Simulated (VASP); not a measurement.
Here is a VASP 6.6.1 calculation.

Contents of INCAR:

```
SYSTEM = H4CN2O
PREC     = Accurate       ! precision mode
ENCUT    = 520            ! plane-wave cutoff, eV
EDIFF    = 1E-7           ! SCF threshold, eV
ISMEAR   = -1             ! smearing method
SIGMA    = 0.02           ! smearing width, eV
LREAL    = Auto         
LASPH    = .True.         ! aspherical terms in the spheres
NELM     = 100            ! most SCF steps
ALGO     = Normal         ! electronic algorithm
ISIF     = 2              ! what is computed and relaxed
LWAVE    = .False.        ! write WAVECAR
LCHARG   = .True.         ! write CHGCAR
GGA      = PE             ! functional
IVDW     = 12             ! dispersion correction
LELF     = .True.         ! ELF
LVHAR    = .True.       
NBANDS   = 54             ! bands
```

Contents of KPOINTS:

```
Automatic mesh
0
Gamma
  1 1 1
  0 0 0
```

File POSCAR:

```
H4CN2O
1.0
    7.2112480000      0.0000000000      0.0000000000
    0.0000000000      7.2112480000      0.0000000000
    0.0000000000      0.0000000000      7.2112480000
C O H N
3 3 12 6
Direct
    0.1527058839      0.6346058269      0.9667674721
    0.7769251591      0.5890242577      0.4133126471
    0.9409605660      0.1489062642      0.3698666306
    0.2219588066      0.7341447694      1.1185165175
    0.6088543897      0.5207559080      0.4884175388
    0.9708999053     -0.0191783725      0.2618132118
    0.0683099513      0.7239246244      0.8834393159
    0.2875785162      0.6364779023      1.1951052023
    0.2512741207      0.5781662203      0.8660914172
    0.0567585527      0.5216988793      1.0114199373
    0.7516313404      0.7325223040      0.3449749613
    0.6412204933      0.4377744324      0.5900088306
    0.8715967056      0.6208079378      0.5306293723
    0.8267362321      0.5012585894      0.3005305046
    0.7903070315      0.1457445369      0.3798787672
    1.0943320768     -0.0766025520      0.2492495058
    1.0055818355      0.1258312015      0.5084140776
    1.0066773463      0.2694263184      0.3080188062
    0.6949005221      0.8480778916      0.9136837341
    0.6501648536      0.7068402030      0.8874469440
    0.3606865275     -0.0007210957      0.4176392214
    0.4691698302      0.0770601704      0.4906501621
    0.1963044400      0.1154169154      0.8874330768
    0.0908164578      0.0454844987      0.8043683978
```

Potentials or basis: VASP PAW PBE potentials, release 64 (C, O, H, N).

The run is started by

```sh
$ cat potpaw_PBE.64/C/POTCAR potpaw_PBE.64/O/POTCAR potpaw_PBE.64/H/POTCAR potpaw_PBE.64/N/POTCAR > POTCAR
$ mpirun -np 1 vasp_gam > vasp.out
```

Task: Predict the band gap on the k mesh.

Result: 3.56 eV, direct.

Task: Estimate the dispersion energy per atom.

Result: -0.035 eV.

Task: What does it give for the pressure?

Result: 1.5 GPa.

Task: What does it give for the largest force?

Result: 4.748 eV/Å.

Forces on the atoms (eV/Å):
```
C   -1.330 -1.076 -0.620
C   -0.256  2.413 -0.325
C    1.223 -2.450  0.219
O    1.578 -1.334  1.264
O   -0.711 -0.338  0.235
O   -0.559  0.083 -0.371
H   -0.549  0.780 -0.247
H   -0.540  1.454 -0.552
H    0.711 -0.178  0.303
H    0.348  0.090 -0.054
H    0.103 -1.347  0.686
H   -0.200  0.038 -0.177
H    0.390 -0.375 -0.650
H    0.533 -0.260  0.171
H   -0.055  0.846  0.123
H   -0.165  0.672  0.345
H   -0.450  0.405 -0.224
H   -0.182  0.455 -0.349
N    1.301  4.502  0.763
N   -1.382 -4.464 -0.742
N   -1.587 -1.265 -1.120
N    1.725  1.230  1.223
N    2.440  1.706  1.986
N   -2.386 -1.587 -1.886
```

Caveat: the standard files for N, O and F lose accuracy on very short bonds. As with any semilocal functional, this PBE gap is likely too small.
